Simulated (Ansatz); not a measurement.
The system is C.

```
CELL_PARAMETERS angstrom
2.52210 0.00000 0.00000
-1.26105 2.18420 0.00000
0.00000 0.00000 12.35570
ATOMIC_POSITIONS crystal
C 0.66667 0.33333 0.35417
C 0.33333 0.66667 0.85417
C 0.66667 0.33333 0.14583
C 0.33333 0.66667 0.64583
C 0.66667 0.33333 0.47917
C 0.33333 0.66667 0.97917
C 0.66667 0.33333 0.02083
C 0.33333 0.66667 0.52083
C 0.00000 0.00000 0.81250
C 0.00000 0.00000 0.31250
C 0.00000 0.00000 0.68750
C 0.00000 0.00000 0.18750
```

This is a hexagonal form of diamond, not graphite.

* Program: Ansatz 0.2.0
* Task: relaxation of cell and atoms
* Functional: PBEsol
* Potentials or basis: Ansatz PAW
* Cutoff: 420 eV (not typed: the program's choice for these potentials)
* k mesh: 12 × 12 × 3
* Occupations: fermi-dirac, width 0.05 eV
* Spin: no spin polarisation

At the start: volume 5.67 Å³/atom.

**Question.** How do energy, volume and symmetry change on relaxing?

**Answer.** It ends after 7 steps and the volume is 5.61 Å³/atom (-1.0 %); space group P6_3/mmc (No. 194, to 0.05 Å).

Step by step:
```
step  energy change (eV)  largest force (eV/Å)  volume (Å³)
   1              0.0000                0.3379        68.06
   2             -0.0255                0.3265        67.63
   3             -0.0317                0.1389        67.43
   4             -0.0328                0.0037        67.38
   5             -0.0283                0.0045        67.38
   6             -0.0284                0.0005        67.37
   7             -0.0282                0.0005        67.37
```

Final structure:
```yaml
crystal:
  lattice:
    - [2.50783, 0.00000, 0.00000]
    - [-1.25391, 2.17184, 0.00000]
    - [0.00000, 0.00000, 12.36843]
  atoms:
    - { symbol: C, position: [0.66667, 0.33333, 0.35492] }
    - { symbol: C, position: [0.33333, 0.66667, 0.85492] }
    - { symbol: C, position: [0.66667, 0.33333, 0.14508] }
    - { symbol: C, position: [0.33333, 0.66667, 0.64508] }
    - { symbol: C, position: [0.66667, 0.33333, 0.47923] }
    - { symbol: C, position: [0.33333, 0.66667, 0.97923] }
    - { symbol: C, position: [0.66667, 0.33333, 0.02077] }
    - { symbol: C, position: [0.33333, 0.66667, 0.52077] }
    - { symbol: C, position: [0.00000, 0.00000, 0.81314] }
    - { symbol: C, position: [0.00000, 0.00000, 0.31314] }
    - { symbol: C, position: [0.00000, 0.00000, 0.68686] }
    - { symbol: C, position: [0.00000, 0.00000, 0.18686] }
```

Caveat: the plane-wave basis is chosen anew once the cell has moved, so the energies of steps on either side of that aren't comparable; the pressure holds a Pulay correction of +1.0 GPa for the finite cutoff; the PAW data sets come from PBE, with cores solved anew for the run's functional, which leaves a small shift of forces and pressure.
